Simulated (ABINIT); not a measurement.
# Au (P6_3/mmc) in ABINIT: single point with PBEsol

Aim: the single point of Au with PBEsol.

All numbers are computed with ABINIT 10.8.3 (patched build); they aren't measurements. Logs are shortened: lines on timing, memory, paths and dates and some standing lists are left out, and cuts for length are marked. The log counts tension as positive stress, the text compression.

### 1 The undisturbed crystal

Symmetry: P6_3/mmc, No. 194, hexagonal system. Conventional cell: a = 2.900 Å, b = 2.900 Å, c = 4.880 Å, α = 90.00°, β = 90.00°, γ = 120.00°. Au (site symmetry -6m2) is surrounded by 12 Au at 2.90 to 2.96 Å.

This isn't the form of Au at room conditions, which is fcc.

### 2 Single point, PBEsol (atoms moved at random, drawn with an rms of 0.05 Å)

File run.abi:

```
# Pseudopotentials
pp_dirpath "./"
pseudos "Au.upf"

# Structure
acell 5.4802057614 5.4802057615 9.2218634882
rprim
     1.0000000000     0.0000000000     0.0000000000
    -0.5000000000     0.8660254038     0.0000000000
     0.0000000000     0.0000000000     1.0000000000
ntypat 1
znucl 79
natom 2
typat 1 1
xred
     0.6881910000     0.3520320000     0.2512180000
     0.3221800000     0.6632650000     0.7544700000
chkprim 0
chksymtnons 0
tolsym 1.0e-6

# Plane-wave basis
ecut 38.0

# k points
kptopt 1
ngkpt 11 11 6
nshiftk 1
shiftk 0.0 0.0 0.0

# Exchange and correlation
ixc -116133

# Bands and occupations
nband 23
occopt 3
tsmear 0.00183747

# SCF cycle
nstep 100
tolvrs 1.0e-10

# Output
iomode 3
prtwf 0
prteig 0
prtebands 0
enunit 2
prtden 1
prtvha 1
prtvclmb 1
prtpot 1
prtelf 1
```

Potentials or basis: PseudoDojo NC SR PBEsol v0.4.1 standard.

Started as:

```
$ abinit run.abi > log 2>&1
```

run.abo:

```text
.Version 10.8.3 of ABINIT
 Symmetries : space group P-1 (#  2); Bravais aP (primitive triclinic)
================================================================================
 Values of the parameters that define the memory need of the present run
     intxc =       0    ionmov =       0      iscf =       7    lmnmax =       7
     lnmax =       7     mgfft =      54  mpssoang =       4    mqgrid =    3001
     natom =       2  nloc_mem =       1    nspden =       1   nspinor =       1
    nsppol =       1      nsym =       2    n1xccc =    2501    ntypat =       1
    occopt =       3   xclevel =       2
       mpw =        2708          nfft =       55296          nkpt =         364
================================================================================
================================================================================

--------------------------------------------------------------------------------
------------- Echo of variables that govern the present computation ------------
--------------------------------------------------------------------------------
 -outvars: echo values of preprocessed input variables --------
            acell      5.4802057614E+00  5.4802057615E+00  9.2218634882E+00 Bohr
              amu      1.96966540E+02
          chkprim           0
      chksymtnons           0
             ecut      3.80000000E+01 Hartree
           enunit           2
                       outvar_i_n : Printing only first  50 k-points.
              ixc     -116133
                       outvar_i_n : Printing only first  50 k-points.
         kptrlatt       11    0    0      0   11    0      0    0    6
          kptrlen      5.53311809E+01
            natom           2
            nband          23
            ngfft          32      32      54
             nkpt         364
            nstep         100
             nsym           2
           ntypat           1
                       prtocc : prtvol=0, do not print more k-points.
           occopt           3
        prtebands           0
           prteig           0
           prtelf           1
           prtpot           1
         prtvclmb           1
           prtvha           1
            prtwf           0
            rprim      1.0000000000E+00  0.0000000000E+00  0.0000000000E+00
                      -5.0000000000E-01  8.6602540380E-01  0.0000000000E+00
                       0.0000000000E+00  0.0000000000E+00  1.0000000000E+00
          spgroup           2
           tolsym      1.00000000E-06
           tolvrs      1.00000000E-10
           tsmear      1.83747000E-03 Hartree
            typat      1  1
                       outvars : Printing only first  50 k-points.
           xangst      1.4853074990E+00  8.8411909877E-01  1.2259438392E+00
                      -2.7412249999E-02  1.6657725833E+00  3.6818135975E+00
            xcart      2.8068243858E+00  1.6707429594E+00  2.3166981018E+00
                      -5.1801644993E-02  3.1478539705E+00  6.9576193459E+00
             xred      6.8819100000E-01  3.5203200000E-01  2.5121800000E-01
                       3.2218000000E-01  6.6326500000E-01  7.5447000000E-01
            znucl       79.00000

================================================================================

 chkinp: Checking input parameters for consistency.

================================================================================
== DATASET  1 ==================================================================

--- !DatasetInfo
iteration_state: {dtset: 1, }
dimensions: {natom: 2, nkpt: 364, mband: 23, nsppol: 1, nspinor: 1, nspden: 1, mpw: 2708, }
cutoff_energies: {ecut:  38.0, pawecutdg:  -1.0, }
electrons: {nelect:   3.80000000E+01, charge:   0.00000000E+00, occopt:   3.00000000E+00, tsmear:   1.83747000E-03, }
meta: {optdriver: 0, ionmov: 0, optcell: 0, iscf: 7, paral_kgb: 0, }
...

 Real(R)+Recip(G) space primitive vectors, cartesian coordinates (Bohr,Bohr^-1):
 R(1)=  5.4802058  0.0000000  0.0000000  G(1)=  0.1824749  0.1053519  0.0000000
 R(2)= -2.7401029  4.7459974  0.0000000  G(2)=  0.0000000  0.2107039  0.0000000
 R(3)=  0.0000000  0.0000000  9.2218635  G(3)=  0.0000000  0.0000000  0.1084380
 Unit cell volume ucvol=  2.3985184E+02 bohr^3
 Angles (23,13,12)=  9.00000000E+01  9.00000000E+01  1.20000000E+02 degrees

 getcut: wavevector=  0.0000  0.0000  0.0000  ngfft=  32  32  54
         ecut(hartree)=     38.000   => boxcut(ratio)=   2.10424

--- Pseudopotential description ------------------------------------------------
- pspini: atom type   1  psp file is ./Au.upf
12 -116133 3 -1 1340                          pspcod,pspxc,lmax,lloc,mmax
     nproj     2     2     2     1

   2.44866583E+03                                ecore*ucvol(ha*bohr**3)
--------------------------------------------------------------------------------

================================================================================

--- !BeginCycle
iteration_state: {dtset: 1, }
solver: {iscf: 7, nstep: 100, nline: 4, wfoptalg: 0, }
tolerances: {tolvrs: 1.00E-10, }
...

     iter   Etot(hartree)      deltaE(h)  residm     vres2
 ETOT  1  -294.62347904393    -2.946E+02 3.094E-01 1.188E+02
 ETOT  2  -294.81930107438    -1.958E-01 5.959E-02 8.210E+01
 ETOT  3  -294.84287126123    -2.357E-02 1.443E-02 2.785E-02
 ETOT  4  -294.84288502698    -1.377E-05 1.533E-03 3.378E-04
 ETOT  5  -294.84288506400    -3.702E-08 1.389E-03 1.436E-05
 ETOT  6  -294.84288506683    -2.824E-09 4.557E-04 1.023E-06
 ETOT  7  -294.84288506699    -1.641E-10 4.079E-04 4.529E-08
 ETOT  8  -294.84288506699    -4.434E-12 2.415E-04 2.604E-09
 ETOT  9  -294.84288506700    -1.251E-12 1.064E-04 7.622E-11

 At SCF step    9       vres2   =  7.62E-11 < tolvrs=  1.00E-10 =>converged.

 Compute ELF
--------------------------------------------------------------------------------

 Compute kinetic energy density

 Compute gradient of the electron density
 Electron Localization Function (ELF) [min:0;max:1]
)     Maximum=    7.6975E-01  at reduced coord.    0.3750    0.8125    0.6852
)     Minimum=    7.7879E-04  at reduced coord.    0.3125    0.6563    0.7593
   Integrated=    6.9554E+01

--------------------------------------------------------------------------------
 End of ELF section

 Cartesian components of stress tensor (hartree/bohr^3)
  sigma(1 1)=  2.22987509E-04  sigma(3 2)=  1.83338695E-06
  sigma(2 2)=  2.30412818E-04  sigma(3 1)=  2.51170658E-06
  sigma(3 3)=  2.36599543E-04  sigma(2 1)= -5.61423617E-06

--- !ResultsGS
iteration_state: {dtset: 1, }
comment   : Summary of ground state results
lattice_vectors:
- [  5.4802058,   0.0000000,   0.0000000, ]
- [ -2.7401029,   4.7459974,   0.0000000, ]
- [  0.0000000,   0.0000000,   9.2218635, ]
lattice_lengths: [   5.48021,    5.48021,    9.22186, ]
lattice_angles: [ 90.000,  90.000, 120.000, ] # degrees, (23, 13, 12)
lattice_volume:   2.3985184E+02
convergence: {deltae: -1.251E-12, res2:  7.622E-11, residm:  1.064E-04, diffor: null, }
etotal    :  -2.94842885E+02
entropy   :   0.00000000E+00
fermie    :   4.40783090E-01
cartesian_stress_tensor: # hartree/bohr^3
- [  2.22987509E-04,  -5.61423617E-06,   2.51170658E-06, ]
- [ -5.61423617E-06,   2.30412818E-04,   1.83338695E-06, ]
- [  2.51170658E-06,   1.83338695E-06,   2.36599543E-04, ]
pressure_GPa:  -6.7668E+00
xred      :
- [  6.8819E-01,   3.5203E-01,   2.5122E-01, Au]
- [  3.2218E-01,   6.6326E-01,   7.5447E-01, Au]
cartesian_forces: # hartree/bohr
- [ -4.10423136E-04,  -2.24055140E-04,   1.61958730E-03, ]
- [  4.10423136E-04,   2.24055140E-04,  -1.61958730E-03, ]
force_length_stats: {min:   1.68573749E-03, max:   1.68573749E-03, mean:   1.68573749E-03, }
...

 Integrated electronic density in atomic spheres:
 ------------------------------------------------
 Atom  Sphere_radius  Integrated_density
    1        2.00000         15.56391073
    2        2.00000         15.56272776
================================================================================

 ----iterations are completed or convergence reached----

 Mean square residual over all n,k,spin=   14.878E-08; max=  10.635E-05
 reduced coordinates (array xred) for    2 atoms
       0.688191000000      0.352032000000      0.251218000000
       0.322180000000      0.663265000000      0.754470000000
 rms dE/dt=  8.7204E-03; max dE/dt=  1.4936E-02; dE/dt below (all hartree)
    1       0.002249203233     -0.000061236503     -0.014935613020
    2      -0.002249203233      0.000061236503      0.014935613020

 cartesian coordinates (angstrom) at end:
    1      1.48530749897904     0.88411909877047     1.22594383917179
    2     -0.02741224999888     1.66577258330492     3.68181359751269

 cartesian forces (hartree/bohr) at end:
    1     -0.00041042313564    -0.00022405514000     0.00161958730351
    2      0.00041042313564     0.00022405514000    -0.00161958730351
 frms,max,avg= 9.7326099E-04 1.6195873E-03   0.000E+00  0.000E+00  0.000E+00 h/b

 cartesian forces (eV/Angstrom) at end:
    1     -0.02110480618914    -0.01152137853523     0.08328252766153
    2      0.02110480618914     0.01152137853523    -0.08328252766153
 frms,max,avg= 5.0047093E-02 8.3282528E-02   0.000E+00  0.000E+00  0.000E+00 e/A
 length scales=  5.480205761400  5.480205761500  9.221863488200 bohr
              =  2.899999998025  2.899999998078  4.879999996703 angstroms
 Fermi (or HOMO) energy (hartree) =   0.44078   Average Vxc (hartree)=  -0.49836
 Eigenvalues (hartree) for nkpt= 364  k points:
 kpt#   1, nband= 23, wtk=  0.00138, kpt=  0.0000  0.0000  0.0000 (reduced coord)
  -3.43448   -3.43418   -1.64781   -1.64259   -1.64218   -1.64164   -1.64156   -1.64149
   0.09362    0.18339    0.27147    0.28199    0.28362    0.29221    0.29495    0.31357
   0.32263    0.36011    0.36876    0.40415    0.53232    0.97598    1.01417
      occupation numbers for kpt#   1
   2.00000    2.00000    2.00000    2.00000    2.00000    2.00000    2.00000    2.00000
   2.00000    2.00000    2.00000    2.00000    2.00000    2.00000    2.00000    2.00000
   2.00000    2.00000    2.00000    2.00000    0.00000    0.00000    0.00000
 prteigrs : prtvol=0 or 1, do not print more k-points.

 Fermi (or HOMO) energy (eV) =  11.99432   Average Vxc (eV)= -13.56096
 Eigenvalues (   eV  ) for nkpt= 364  k points:
 kpt#   1, nband= 23, wtk=  0.00138, kpt=  0.0000  0.0000  0.0000 (reduced coord)
 -93.45691  -93.44886  -44.83915  -44.69715  -44.68589  -44.67121  -44.66901  -44.66734
   2.54748    4.99026    7.38717    7.67335    7.71780    7.95149    8.02612    8.53278
   8.77927    9.79915   10.03442   10.99740   14.48526   26.55767   27.59702
 prteigrs : prtvol=0 or 1, do not print more k-points.

--- !EnergyTerms
iteration_state     : {dtset: 1, }
comment             : Components of total free energy in Hartree
kinetic             :  8.49783138282903E+01
hartree             :  5.36637076446895E+01
xc                  : -5.02273926341785E+01
Ewald energy        : -2.11383652263193E+02
psp_core            :  1.02090767722218E+01
local_psp           : -1.86867126200998E+02
non_local_psp       :  4.78448750408832E+00
internal            : -2.94842585349080E+02
'-kT*entropy'       : -2.99717915885789E-04
total_energy        : -2.94842885066996E+02
total_energy_eV     : -8.02308362743741E+03
band_energy         : -2.69983820382865E+01
...

 Cartesian components of stress tensor (hartree/bohr^3)
  sigma(1 1)=  2.22987509E-04  sigma(3 2)=  1.83338695E-06
  sigma(2 2)=  2.30412818E-04  sigma(3 1)=  2.51170658E-06
  sigma(3 3)=  2.36599543E-04  sigma(2 1)= -5.61423617E-06

-Cartesian components of stress tensor (GPa)         [Pressure= -6.7668E+00 GPa]
- sigma(1 1)=  6.56051901E+00  sigma(3 2)=  5.39401064E-02
- sigma(2 2)=  6.77897916E+00  sigma(3 1)=  7.38969587E-02
- sigma(3 3)=  6.96099888E+00  sigma(2 1)= -1.65176531E-01

== END DATASET(S) ==============================================================
================================================================================

 -outvars: echo values of variables after computation  --------
            acell      5.4802057614E+00  5.4802057615E+00  9.2218634882E+00 Bohr
           etotal     -2.9484288507E+02
            fcart     -4.1042313564E-04 -2.2405514000E-04  1.6195873035E-03
                       4.1042313564E-04  2.2405514000E-04 -1.6195873035E-03
            rprim      1.0000000000E+00  0.0000000000E+00  0.0000000000E+00
                      -5.0000000000E-01  8.6602540380E-01  0.0000000000E+00
                       0.0000000000E+00  0.0000000000E+00  1.0000000000E+00
           strten      2.2298750889E-04  2.3041281833E-04  2.3659954277E-04
                       1.8333869508E-06  2.5117065758E-06 -5.6142361745E-06
           xangst      1.4853074990E+00  8.8411909877E-01  1.2259438392E+00
                      -2.7412249999E-02  1.6657725833E+00  3.6818135975E+00
             xred      6.8819100000E-01  3.5203200000E-01  2.5121800000E-01
                       3.2218000000E-01  6.6326500000E-01  7.5447000000E-01
 Calculation completed.
```

It took 11 min on 1 thread of Arm Neoverse V1, shared host; peak memory 0.41 GiB.

Results:

| Item | Value |
| --- | --- |
| Free energy | -8023.0836 eV |
| Pressure | -6.8 GPa |
| Largest force | 0.087 eV/Å |
| Band gap on the k mesh | none (metal or under the smearing width) |
| Valence electrons inside the program's atomic spheres | Au 15.56 (radii [1.0584] Å) |

Forces on the atoms (eV/Å):
```
Au  -0.021 -0.012  0.083
Au   0.021  0.012 -0.083
```

Levels at points of the mesh, in eV from the Fermi level:
```tsv
k point	band 17	band 18	band 19	band 20	band 21	band 22
(0.00, 0.00, 0.00)	-3.22	-2.20	-1.96	-1.00	2.49	14.56
(0.00, 0.00, 0.50)	-2.56	-2.52	-2.48	-2.45	10.20	10.42
```

Spin-orbit coupling is left out, which matters for the levels of Au.
